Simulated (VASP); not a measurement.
## La2O3: band structure with r2SCAN

Crystal: La2O3.

```xyz
5
Lattice="3.9366 0.0000 0.0000 -1.9683 3.4092 0.0000 0.0000 0.0000 6.1776" Properties=species:S:1:pos:R:3 pbc="T T T"
La    1.9683    1.1364    4.6501
La    0.0000    2.2728    1.5275
O     1.9683    1.1364    2.1907
O     0.0000    2.2728    3.9869
O     0.0000    0.0000    0.0000
```

The cell is a database's computed one.

```json
{
 "Program": "VASP 6.6.1",
 "Task": "band structure",
 "Functional": "r2SCAN",
 "Potentials or basis": "VASP PAW PBE potentials, release 64 (La, O)",
 "Cutoff": "450 eV",
 "k mesh": "10 × 10 × 6",
 "Occupations": "gaussian, width 0.02 eV",
 "Spin": "no spin polarisation",
 "Further INCAR settings": "ALGO = Normal; EDIFF = 1e-06"
}
```

The largest force is 0.016 eV/Å. The band gap on the k mesh is 4.28 eV, indirect (least direct gap 4.43 eV). The band gap along the path is 4.24 eV, indirect (least direct gap 4.36 eV).

Forces on the atoms (eV/Å):
```
La   0.000  0.000  0.016
La   0.000  0.000 -0.016
O    0.000  0.000  0.000
O    0.000  0.000  0.000
O    0.000  0.000  0.000
```

Levels at the corners of the path, in eV from the valence-band top:
| point | band 18 | band 19 | band 20 | band 21 | band 22 | band 23 |
| --- | --- | --- | --- | --- | --- | --- |
| Γ | -0.35 | -0.35 | -0.10 | 4.75 | 5.15 | 5.15 |
| M | -0.67 | -0.41 | -0.29 | 4.30 | 5.25 | 5.78 |
| M | -0.67 | -0.41 | -0.29 | 4.30 | 5.25 | 5.77 |
| K | -0.80 | -0.78 | -0.12 | 4.24 | 5.30 | 5.30 |
| K | -0.80 | -0.78 | -0.12 | 4.24 | 5.30 | 5.30 |
| Γ | -0.35 | -0.35 | -0.10 | 4.75 | 5.15 | 5.15 |
| Γ | -0.35 | -0.35 | -0.10 | 4.75 | 5.15 | 5.15 |
| A | -0.74 | -0.27 | -0.27 | 5.21 | 5.30 | 5.30 |
| A | -0.74 | -0.27 | -0.27 | 5.21 | 5.30 | 5.30 |
| L | -0.68 | -0.36 | 0.00 | 4.90 | 5.06 | 5.69 |
| L | -0.68 | -0.36 | 0.00 | 4.90 | 5.06 | 5.69 |
| H | -0.28 | -0.28 | -0.24 | 4.65 | 5.35 | 5.50 |
| H | -0.28 | -0.28 | -0.24 | 4.65 | 5.35 | 5.50 |
| A | -0.74 | -0.27 | -0.27 | 5.21 | 5.30 | 5.30 |
| L | -0.68 | -0.36 | 0.00 | 4.90 | 5.06 | 5.69 |
| M | -0.67 | -0.41 | -0.29 | 4.30 | 5.25 | 5.76 |
| K | -0.80 | -0.78 | -0.12 | 4.24 | 5.30 | 5.30 |
| H | -0.28 | -0.28 | -0.24 | 4.65 | 5.35 | 5.50 |

Wall time 2.7 min on 4 MPI ranks on Intel(R) Xeon(R) 6975P-C (Granite Rapids), on a shared host, peak memory 0.3 GiB a rank.

Caveat: the PAW data sets were made with another functional, which shifts forces and pressure a little; spin-orbit coupling is left out, which moves the levels of the heavy elements. r2SCAN opens gaps a little over a GGA but as a rule still falls short of measured ones.
